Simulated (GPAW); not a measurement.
# Zr (P6_3/mmc) in GPAW: a series of runs

One crystal, Zr, is run at these levels: revPBE+D4, RPBE, revPBE, PBE+D3(BJ), PBE+D3; tasks: relaxation of cell and atoms.

Program: GPAW 26.7.0. These are calculated values, not measurements. Logs are shortened: lines on timing, memory, paths and dates and some standing lists are left out, and cuts for length are marked. The log counts tension as positive stress, the text compression.

### 1 Starting point

The structure is hexagonal, space group P6_3/mmc (No. 194). The conventional cell has a = 3.232 Å, b = 3.232 Å, c = 5.147 Å, α = 90.00°, β = 90.00°, γ = 120.00°. Around Zr (site symmetry -6m2) lie 12 Zr at 3.18 to 3.23 Å.

### 2 Relaxation of cell and atoms, revPBE+D4

Input file run.py:

```python
from ase.calculators.mixing import SumCalculator
from ase.filters import FrechetCellFilter
from ase.io import read, write
from ase.optimize import BFGS
from dftd4.ase import DFTD4
from gpaw import GPAW, PW

atoms = read('POSCAR')

calc = GPAW(mode=PW(600),
            xc='revPBE',
            kpts={'size': (7, 7, 4), 'gamma': True},
            occupations={'name': 'fermi-dirac', 'width': 0.05},
            nbands=24,
            convergence={'density': 1e-05, 'energy': 1e-05},
            maxiter=150,
            txt='gpaw.txt')
atoms.calc = SumCalculator([calc, DFTD4(method='revpbe')])
opt = BFGS(FrechetCellFilter(atoms), trajectory='relax.traj', logfile='-')
done = opt.run(fmax=0.02, steps=60)
calc.write('gs.gpw')
write('result.traj', atoms)
print('Converged:', done)
print('Cell:', atoms.cell.cellpar().round(4))
print('Volume:', round(atoms.get_volume(), 4))
print(atoms.get_scaled_positions().round(5))
```

Input file POSCAR:

```
Zr
1.0
    3.2320000000      0.0000000000      0.0000000000
   -1.6160000000      2.7989941050      0.0000000000
    0.0000000000      0.0000000000      5.1470000000
Zr
2
Direct
    0.6666666667      0.3333333333      0.7500000000
    0.3333333333      0.6666666667      0.2500000000
```

Potentials or basis: the program's PAW data sets (release 1.2.1) made for this functional, pw.

The run is started by

```
OMP_NUM_THREADS=1 python run.py
```

gpaw.txt:

```text
__  _  _
 | _ |_)|_||  |
 |__||  | ||/\| - 26.7.0

Input parameters:
  mode=PW(ecut=600.0),
  convergence={'density': 1e-05, 'energy': 1e-05},
  kpts=MonkhorstPack(size=(7, 7, 4), gamma=True),
  maxiter=150,
  nbands=24,
  occupations=Occupations(name='fermi-dirac', width=0.05),
  xc=XC(name='revPBE')

Diagonalizing LCAO Hamiltonian
Converting LCAO to pw mode

           Zr

        Zr

Atoms  # Å, Bohr magnetons
|   | symbol |         x |        y |        z |    initial magnetic moments |
|---|--------|-----------|----------|----------|-----------------------------|
| 0 |     Zr |  1.616000 | 0.932998 | 3.860250 | ( 0.0000,  0.0000,  0.0000) |
| 1 |     Zr | -0.000000 | 1.865996 | 1.286750 | ( 0.0000,  0.0000,  0.0000) |

Unit cell  # Å
| periodic |         x |        y |        z |  lengths |     angles |
|----------|-----------|----------|----------|----------|------------|
|      yes |  3.232000 | 0.000000 | 0.000000 | 3.232000 |  90.000000 |
|      yes | -1.616000 | 2.798994 | 0.000000 | 3.232000 |  90.000000 |
|      yes |  0.000000 | 0.000000 | 5.147000 | 5.147000 | 120.000000 |

Number of symmetries: 12
Symmetry operations  # r_c * U_cc + t_c -> r_c
|    | kind |            matrix            |
|----|------|------------------------------|
|  0 |  σ   |  1, 1, 0,  0,-1, 0,  0, 0, 1 |
|  1 |  S6  |  1, 1, 0, -1, 0, 0,  0, 0,-1 |
|  2 |  E   |  1, 0, 0,  0, 1, 0,  0, 0, 1 |
|  3 |  C2  |  1, 0, 0, -1,-1, 0,  0, 0,-1 |
|  4 |  C2  |  0, 1, 0,  1, 0, 0,  0, 0,-1 |
|  5 |  C3  |  0, 1, 0, -1,-1, 0,  0, 0, 1 |
|  6 |  S6  |  0,-1, 0,  1, 1, 0,  0, 0,-1 |
|  7 |  σ   |  0,-1, 0, -1, 0, 0,  0, 0, 1 |
|  8 |  σ   | -1, 0, 0,  1, 1, 0,  0, 0, 1 |
|  9 |  i   | -1, 0, 0,  0,-1, 0,  0, 0,-1 |
| 10 |  C3  | -1,-1, 0,  1, 0, 0,  0, 0, 1 |
| 11 |  C2  | -1,-1, 0,  0, 1, 0,  0, 0,-1 |

BZ-sampling:
  Number of BZ points: 196
  Number of IBZ points: 28

  Monkhorst-Pack size: [7, 7, 4]
  Monkhorst-Pack shift: [0.0, 0.0, 0.125]

K-points  # in reciprocal-cell coordinates
|     |                                coordinates |     weight |
|-----|--------------------------------------------|------------|
|   0 | (  0.00000000,   0.00000000,   0.00000000) | 0.00510204 |
|   1 | (  0.00000000,   0.00000000,   0.25000000) | 0.01020408 |
|   2 | (  0.00000000,   0.00000000,   0.50000000) | 0.00510204 |
|   3 | (  0.14285714,   0.00000000,  -0.25000000) | 0.03061224 |
|   4 | (  0.14285714,   0.00000000,   0.00000000) | 0.03061224 |
|   5 | (  0.14285714,   0.00000000,   0.25000000) | 0.03061224 |
|   6 | (  0.14285714,   0.00000000,   0.50000000) | 0.03061224 |
|   7 | (  0.28571429,  -0.14285714,   0.00000000) | 0.03061224 |
|   8 | (  0.28571429,  -0.14285714,   0.25000000) | 0.06122449 |
|   9 | (  0.28571429,  -0.14285714,   0.50000000) | 0.03061224 |
| ... |                                            |            |
|  27 | (  0.42857143,   0.42857143,   0.50000000) | 0.03061224 |

Plane wave coefficients: 1575
Cutoff: 600.0 eV

Spin-components: 1 (collinear spins)
Bands:           24
Projectors:      12
Spin-degeneracy: 2
Datatype:        complex128

Parallelization:
  kpt:    1
  domain: 1
  band:   1

Density:
  Valence electrons: 24.0
  Components: 1
  Grid points: [20 20 30]
  Charge: 0.0  # |e|

Potential:
  Grid points: [20 20 30]

species:
  Zr:
    name:    Zirconium
    Z:       40.0
    valence: 12
    core:    28
    charge:  0.0  # [|e|]
    compensation charges:
      type: gauss
      rc: 0.40  # [Å]
      lmax: 2
    cutoffs:
      filter: 2.39  # [Å]
      core: 1.59  # [Å]
    projectors
    | kind |    occ | energy [eV] | rcut [Å] |
    |------|--------|-------------|----------|
    |   4s |  2.000 |     -54.468 |    1.323 |
    |   5s |  2.000 |      -4.393 |    1.323 |
    |   4p |  6.000 |     -32.460 |    1.334 |
    |   5p |  0.000 |      -1.451 |    1.334 |
    |   4d |  2.000 |      -3.567 |    1.244 |
    |    d |        |      23.644 |    1.244 |

    Using partial waves for Zr as LCAO basis

Reference energy: -195797.515560  # eV

eigensolver:
  PPCG
  Converge bands: occupied
  niter=2

density mixing:
  MSR1-Mixer
  Pratt-step length: 0.05
  Maximum mixing coefficient: 0.75
  Old densities: 10
  SVD Regularization: 0.005
  Good broyden scale: 1.0
  Trust region scale: 1.0
  Backstep threshold: 4.0
  History deletion threshold: 6.0
  Fourier metric: weight=20.0, sigma=0.015

occupation numbers:
  Fermi-Dirac:
    width: 0.0500  # eV

poisson solver:
  ecut: 4800.0  # eV

xc functional:
  name: revPBE with 2 nearest neighbor stencil

convergence criteria:
- Maximum integral of absolute [dens]ity change: 1e-05 electrons / valence electron
- Maximum [total energy] change in last 3 cyles: 1e-05 eV / valence electron
- Maximum integral of absolute [eigenst]ate change: 4e-08 eV^2 / valence electron
maximum number of iterations: 150

SCF iterations
|iter     | |      energy | eigst |  dens |
|---------|-|-------------|-------|-------|
|iter:   1| |  -14.421159 | +0.23 |       |
|iter:   2| |  -14.380558 | -1.49 | -1.29 |
|iter:   3| |  -14.156103 | -1.42 | -1.32 |
|iter:   4| |  -14.158221 | -2.54 | -1.91 |
|iter:   5| |  -14.159674 | -3.87 | -2.36 |
|iter:   6| |  -14.159689 | -5.20 | -3.52 |
|iter:   7| |  -14.159692c| -6.56 | -4.09 |
|iter:   8| |  -14.159693c| -7.69c| -4.83 |
|iter:   9| |  -14.159693c| -8.79c| -5.75c|

Converged in 9 steps
Energy contributions relative to reference atoms: (reference = -195797.515560)

Energy contributions:
  Kinetic:           7.419618
  Coulomb:          -8.445886
  Zero:              0.684596
  External:          0.000000
  Xc:              -13.807416
  Entropy:          -0.021209
  Spinorbit:         0.000000
  ----------------------------
  Free energy:     -14.170297
  Extrapolated:    -14.159693

dipole moment: (0.000000, 0.000001, 0.000001)  # |e|*Ang

Fermi level: 9.534
Eigenvalues  # (at kpt = [0.000, 0.000, 0.000])
| band index |      eig [eV] | occ [0-2] |
|------------|---------------|-----------|
|          0 |       -39.381 |     2.000 |
|        ... |               |           |
|          2 |       -17.921 |     2.000 |
|          3 |       -17.056 |     2.000 |
|          4 |       -17.056 |     2.000 |
|          5 |       -16.920 |     2.000 |
|          6 |       -16.915 |     2.000 |
|          7 |       -16.915 |     2.000 |
[... 8 lines left out ...]
|         16 |        11.608 |     0.000 |
|         17 |        11.608 |     0.000 |
|        ... |               |           |
|         23 |        26.327 |     0.000 |

No gap
No difference between direct/indirect transitions

Stress tensor  # eV/Ang^3
|         x |         y |         z |
|-----------|-----------|-----------|
| -0.011989 |  0.000000 |  0.000000 |
|  0.000000 | -0.011989 |  0.000000 |
|  0.000000 |  0.000000 | -0.011283 |

Forces  # eV/Ang
|        x |        y |        z |
|----------|----------|----------|
|  0.00000 | -0.00000 | -0.00000 |  # Zr   0
| -0.00000 |  0.00000 |  0.00000 |  # Zr   1

Interpolating wave functions to new cell

           Zr

        Zr

Atoms  # Å, Bohr magnetons
|   | symbol |         x |        y |        z |    initial magnetic moments |
|---|--------|-----------|----------|----------|-----------------------------|
| 0 |     Zr |  1.615941 | 0.932964 | 3.859636 | ( 0.0000,  0.0000,  0.0000) |
| 1 |     Zr | -0.000000 | 1.865928 | 1.286545 | ( 0.0000,  0.0000,  0.0000) |

Unit cell  # Å
| periodic |         x |         y |         z |  lengths |     angles |
|----------|-----------|-----------|-----------|----------|------------|
|      yes |  3.231883 | -0.000000 |  0.000000 | 3.231883 |  90.000000 |
|      yes | -1.615941 |  2.798893 | -0.000000 | 3.231883 |  90.000000 |
|      yes |  0.000000 | -0.000000 |  5.146181 | 5.146181 | 120.000000 |

Number of symmetries: 12
Symmetry operations  # r_c * U_cc + t_c -> r_c
|    | kind |            matrix            |
|----|------|------------------------------|
|  0 |  σ   |  1, 1, 0,  0,-1, 0,  0, 0, 1 |
|  1 |  S6  |  1, 1, 0, -1, 0, 0,  0, 0,-1 |
|  2 |  E   |  1, 0, 0,  0, 1, 0,  0, 0, 1 |
|  3 |  C2  |  1, 0, 0, -1,-1, 0,  0, 0,-1 |
|  4 |  C2  |  0, 1, 0,  1, 0, 0,  0, 0,-1 |
|  5 |  C3  |  0, 1, 0, -1,-1, 0,  0, 0, 1 |
|  6 |  S6  |  0,-1, 0,  1, 1, 0,  0, 0,-1 |
|  7 |  σ   |  0,-1, 0, -1, 0, 0,  0, 0, 1 |
|  8 |  σ   | -1, 0, 0,  1, 1, 0,  0, 0, 1 |
|  9 |  i   | -1, 0, 0,  0,-1, 0,  0, 0,-1 |
| 10 |  C3  | -1,-1, 0,  1, 0, 0,  0, 0, 1 |
| 11 |  C2  | -1,-1, 0,  0, 1, 0,  0, 0,-1 |

BZ-sampling:
  Number of BZ points: 196
  Number of IBZ points: 28

  Monkhorst-Pack size: [7, 7, 4]
  Monkhorst-Pack shift: [0.0, 0.0, 0.125]

K-points  # in reciprocal-cell coordinates
|     |                                coordinates |     weight |
|-----|--------------------------------------------|------------|
|   0 | (  0.00000000,   0.00000000,   0.00000000) | 0.00510204 |
|   1 | (  0.00000000,   0.00000000,   0.25000000) | 0.01020408 |
|   2 | (  0.00000000,   0.00000000,   0.50000000) | 0.00510204 |
|   3 | (  0.14285714,   0.00000000,  -0.25000000) | 0.03061224 |
|   4 | (  0.14285714,   0.00000000,   0.00000000) | 0.03061224 |
|   5 | (  0.14285714,   0.00000000,   0.25000000) | 0.03061224 |
|   6 | (  0.14285714,   0.00000000,   0.50000000) | 0.03061224 |
|   7 | (  0.28571429,  -0.14285714,   0.00000000) | 0.03061224 |
|   8 | (  0.28571429,  -0.14285714,   0.25000000) | 0.06122449 |
|   9 | (  0.28571429,  -0.14285714,   0.50000000) | 0.03061224 |
| ... |                                            |            |
|  27 | (  0.42857143,   0.42857143,   0.50000000) | 0.03061224 |

Plane wave coefficients: 1575
Cutoff: 600.0 eV

Spin-components: 1 (collinear spins)
Bands:           24
Projectors:      12
Spin-degeneracy: 2
Datatype:        complex128

Parallelization:
  kpt:    1
  domain: 1
  band:   1

Density:
  Valence electrons: 24.0
  Components: 1
  Grid points: [20 20 30]
  Charge: 0.0  # |e|

Potential:
  Grid points: [20 20 30]

species:
  Zr:
    name:    Zirconium
    Z:       40.0
    valence: 12
    core:    28
    charge:  0.0  # [|e|]
    compensation charges:
      type: gauss
      rc: 0.40  # [Å]
      lmax: 2
    cutoffs:
      filter: 2.39  # [Å]
      core: 1.59  # [Å]
    projectors
    | kind |    occ | energy [eV] | rcut [Å] |
    |------|--------|-------------|----------|
    |   4s |  2.000 |     -54.468 |    1.323 |
    |   5s |  2.000 |      -4.393 |    1.323 |
    |   4p |  6.000 |     -32.460 |    1.334 |
    |   5p |  0.000 |      -1.451 |    1.334 |
    |   4d |  2.000 |      -3.567 |    1.244 |
    |    d |        |      23.644 |    1.244 |

    Using partial waves for Zr as LCAO basis

Reference energy: -195797.515560  # eV

eigensolver:
  PPCG
  Converge bands: occupied
  niter=2

density mixing:
  MSR1-Mixer
  Pratt-step length: 0.05
  Maximum mixing coefficient: 0.75
  Old densities: 10
  SVD Regularization: 0.005
  Good broyden scale: 1.0
  Trust region scale: 1.0
  Backstep threshold: 4.0
  History deletion threshold: 6.0
  Fourier metric: weight=20.0, sigma=0.015

occupation numbers:
  Fermi-Dirac:
    width: 0.0500  # eV

poisson solver:
  ecut: 4800.0  # eV

xc functional:
  name: revPBE with 2 nearest neighbor stencil

convergence criteria:
- Maximum integral of absolute [dens]ity change: 1e-05 electrons / valence electron
- Maximum [total energy] change in last 3 cyles: 1e-05 eV / valence electron
- Maximum integral of absolute [eigenst]ate change: 4e-08 eV^2 / valence electron
maximum number of iterations: 150

SCF iterations
|iter     | |      energy | eigst |  dens |
|---------|-|-------------|-------|-------|
|iter:   1| |  -14.159562 | -4.62 |       |
|iter:   2| |  -14.159562 | -6.30 | -3.86 |
|iter:   3| |  -14.159562c| -6.55 | -3.90 |
|iter:   4| |  -14.159562c| -8.00c| -4.71 |
|iter:   5| |  -14.159563c| -8.45c| -5.00 |
|iter:   6| |  -14.159563c| -9.69c| -5.91c|

Converged in 6 steps
Energy contributions relative to reference atoms: (reference = -195797.515560)

Energy contributions:
  Kinetic:           7.440409
  Coulomb:          -8.460935
  Zero:              0.684689
  External:          0.000000
  Xc:              -13.813124
  Entropy:          -0.021204
  Spinorbit:         0.000000
  ----------------------------
  Free energy:     -14.170164
  Extrapolated:    -14.159563

dipole moment: (0.000000, 0.000001, 0.000001)  # |e|*Ang

Fermi level: 9.537
Eigenvalues  # (at kpt = [0.000, 0.000, 0.000])
| band index |      eig [eV] | occ [0-2] |
|------------|---------------|-----------|
|          0 |       -39.377 |     2.000 |
|        ... |               |           |
|          2 |       -17.919 |     2.000 |
|          3 |       -17.052 |     2.000 |
|          4 |       -17.052 |     2.000 |
|          5 |       -16.917 |     2.000 |
|          6 |       -16.912 |     2.000 |
|          7 |       -16.912 |     2.000 |
[... 8 lines left out ...]
|         16 |        11.611 |     0.000 |
|         17 |        11.611 |     0.000 |
|        ... |               |           |
|         23 |        26.332 |     0.000 |

No gap
No difference between direct/indirect transitions

Stress tensor  # eV/Ang^3
|         x |         y |         z |
|-----------|-----------|-----------|
| -0.012108 | -0.000000 |  0.000000 |
| -0.000000 | -0.012108 | -0.000000 |
|  0.000000 | -0.000000 | -0.011463 |

Forces  # eV/Ang
|        x |        y |        z |
|----------|----------|----------|
|  0.00000 | -0.00000 | -0.00000 |  # Zr   0
| -0.00000 |  0.00000 |  0.00000 |  # Zr   1

# Writing to gs.gpw (mode='')
```

Run time: 16 s. Hardware: 1 thread of Intel Xeon Platinum 8559C (Emerald Rapids), shared host; peak memory 0.19 GiB.

Results:

```yaml
Free_energy: -14.7278 eV
Relaxed_volume: 23.28 Å³/atom
Relaxed_cell: a = 3.232 Å, b = 3.232 Å, c = 5.146 Å, α = 90.00°, β = 90.00°, γ = 120.00°
Space_group_after_relaxing_to_0.05_Å: P6_3/mmc (No. 194)
Energy_gained_by_relaxing: 0.0 meV/atom
Ionic_steps: 2
Pressure_after_relaxing: -0.1 GPa
Band_gap_on_the_k_mesh: none (metal or under the smearing width)
Dispersion_energy_per_atom: -0.279 eV
```

Stress tensor (GPa, compression positive):
```
-0.02  0.00  0.00
 0.00 -0.02  0.00
 0.00  0.00 -0.13
```

Final structure:
```
Zr
1.0
     3.23188    0.00000    0.00000
    -1.61594    2.79889    0.00000
     0.00000    0.00000    5.14618
Zr
2
Direct
  0.66667 0.33333 0.75000
  0.33333 0.66667 0.25000
```

Levels at points of the mesh, in eV from the Fermi level:
```csv
k point,band 10,band 11,band 12,band 13,band 14,band 15
"(0.00, 0.00, 0.00)",-3.09,0.80,0.80,0.95,1.08,1.49
"(0.00, 0.00, 0.50)",-4.01,-0.02,-0.02,0.70,0.70,0.70
```

Caveat: later steps reuse the first step's grids; pairwise dispersion overbinds metals, which lowers pressure and volume.

### 3 Relaxation of cell and atoms, RPBE

Input file run.py:

```python
from ase.filters import FrechetCellFilter
from ase.io import read, write
from ase.optimize import FIRE
from gpaw import GPAW, PW

atoms = read('Zr.xyz')

calc = GPAW(mode=PW(600),
            xc='RPBE',
            kpts={'size': (7, 7, 4), 'gamma': True},
            occupations={'name': 'fermi-dirac', 'width': 0.05},
            nbands=24,
            convergence={'density': 1e-06, 'energy': 1e-06, 'eigenstates': 1e-10},
            maxiter=150,
            txt='gpaw.txt')
atoms.calc = calc
opt = FIRE(FrechetCellFilter(atoms), trajectory='relax.traj', logfile='-')
done = opt.run(fmax=0.02, steps=100)
calc.write('gs.gpw')
write('result.traj', atoms)
print('Converged:', done)
print('Cell:', atoms.cell.cellpar().round(4))
print('Volume:', round(atoms.get_volume(), 4))
print(atoms.get_scaled_positions().round(5))
```

Input file Zr.xyz:

```xyz
2
Lattice="3.2320000000 0.0000000000 0.0000000000 -1.6160000000 2.7989941050 0.0000000000 0.0000000000 0.0000000000 5.1470000000" Properties=species:S:1:pos:R:3 pbc="T T T"
Zr     1.6160000002      0.9329980349      3.8602500000
Zr    -0.0000000002      1.8659960701      1.2867500000
```

Potentials or basis: the program's PAW data sets (release 1.2.1) made for this functional, pw.

The run is started by

```
OMP_NUM_THREADS=1 python run.py
```

Run time: 37 s. Hardware: 1 thread of Intel Xeon Platinum 8559C (Emerald Rapids), shared host; peak memory 0.21 GiB.

It converged, with:

```yaml
Free_energy: -14.0322 eV
Relaxed_volume: 23.93 Å³/atom
Relaxed_cell: a = 3.262 Å, b = 3.262 Å, c = 5.193 Å, α = 90.00°, β = 90.00°, γ = 120.00°
Space_group_after_relaxing_to_0.05_Å: P6_3/mmc (No. 194)
Energy_gained_by_relaxing: 5.3 meV/atom
Ionic_steps: 4
Pressure_after_relaxing: 0.0 GPa
Band_gap_on_the_k_mesh: none (metal or under the smearing width)
```

The path:
```csv
step,energy change (eV),largest force (eV/Å),pressure (GPa),volume (Å³)
1,0.0000,0.0000,2.52,46.56
2,-0.0038,0.0000,1.99,46.82
3,-0.0084,0.0000,1.06,47.28
4,-0.0106,0.0000,-0.05,47.86
```

Final structure:
```xyz
2
Lattice="3.2622 0.0000 0.0000 -1.6311 2.8252 0.0000 0.0000 0.0000 5.1930" Properties=species:S:1:pos:R:3 pbc="T T T"
Zr    1.6311    0.9417    3.8948
Zr    0.0000    1.8834    1.2983
```

Levels at points of the mesh, in eV from the Fermi level:
| k point | band 9 | band 10 | band 11 | band 12 | band 13 | band 14 | band 15 | band 16 |
| --- | --- | --- | --- | --- | --- | --- | --- | --- |
| (0.00, 0.00, 0.00) | -5.67 | -3.01 | 0.79 | 0.79 | 0.94 | 0.97 | 1.46 | 1.46 |
| (0.00, 0.00, 0.50) | -4.00 | -4.00 | -0.02 | -0.02 | 0.70 | 0.70 | 0.70 | 0.70 |

Caveat: later steps reuse the first step's grids.

### 4 Relaxation of cell and atoms, revPBE

run.py, as its differences from that of step 3:

```diff
@@ -2,9 +2,9 @@
 from ase.io import read, write
-from ase.optimize import FIRE
+from ase.optimize import BFGS
 from gpaw import GPAW, PW
 
-atoms = read('Zr.xyz')
+atoms = read('POSCAR')
 
 calc = GPAW(mode=PW(600),
-            xc='RPBE',
+            xc='revPBE',
             kpts={'size': (7, 7, 4), 'gamma': True},
@@ -16,4 +16,4 @@
 atoms.calc = calc
-opt = FIRE(FrechetCellFilter(atoms), trajectory='relax.traj', logfile='-')
-done = opt.run(fmax=0.02, steps=100)
+opt = BFGS(FrechetCellFilter(atoms), trajectory='relax.traj', logfile='-')
+done = opt.run(fmax=0.01, steps=60)
 calc.write('gs.gpw')
```

POSCAR is that of step 2.

The run is started by

```
OMP_NUM_THREADS=1 python run.py
```

Run time: 27 s. Hardware: 1 thread of Intel Xeon Platinum 8559C (Emerald Rapids), shared host; peak memory 0.19 GiB.

It converged, with:

| Quantity | Value |
| --- | --- |
| Free energy | -14.1765 eV |
| Relaxed volume | 23.75 Å³/atom |
| Relaxed cell | a = 3.254 Å, b = 3.254 Å, c = 5.180 Å, α = 90.00°, β = 90.00°, γ = 120.00° |
| Space group after relaxing (to 0.05 Å) | P6_3/mmc (No. 194) |
| Energy gained by relaxing | 3.0 meV/atom |
| Ionic steps | 3 |
| Pressure after relaxing | 0.0 GPa |
| Band gap on the k mesh | none (metal or under the smearing width) |

The path:
| step | energy change (eV) | largest force (eV/Å) | pressure (GPa) | volume (Å³) |
| --- | --- | --- | --- | --- |
| 1 | 0.0000 | 0.0000 | 1.88 | 46.56 |
| 2 | -0.0029 | 0.0000 | 1.32 | 46.84 |
| 3 | -0.0061 | 0.0000 | 0.02 | 47.50 |

Final structure:
```cif
data_structure
_symmetry_space_group_name_H-M 'P 1'
_symmetry_Int_Tables_number 1
_cell_length_a 3.2541
_cell_length_b 3.2541
_cell_length_c 5.1797
_cell_angle_alpha 90.000
_cell_angle_beta 90.000
_cell_angle_gamma 120.000
_cell_volume 47.50
loop_
_atom_site_label
_atom_site_type_symbol
_atom_site_fract_x
_atom_site_fract_y
_atom_site_fract_z
_atom_site_occupancy
Zr1 Zr 0.66667 0.33333 0.75000 1
Zr2 Zr 0.33333 0.66667 0.25000 1
```

Levels at points of the mesh, in eV from the Fermi level:
```
           k point  band 8  band 9  band 10  band 11  band 12  band 13  band 14  band 15  band 16  band 17
(0.00, 0.00, 0.00)  -26.52   -5.68    -3.03     0.79     0.79     0.94     1.01     1.47     1.47     2.03
(0.00, 0.00, 0.50)  -26.59   -4.00    -4.00    -0.02    -0.02     0.70     0.70     0.70     0.70     3.79
```

Caveat: later steps reuse the first step's grids.

[end of part 1 of 2]
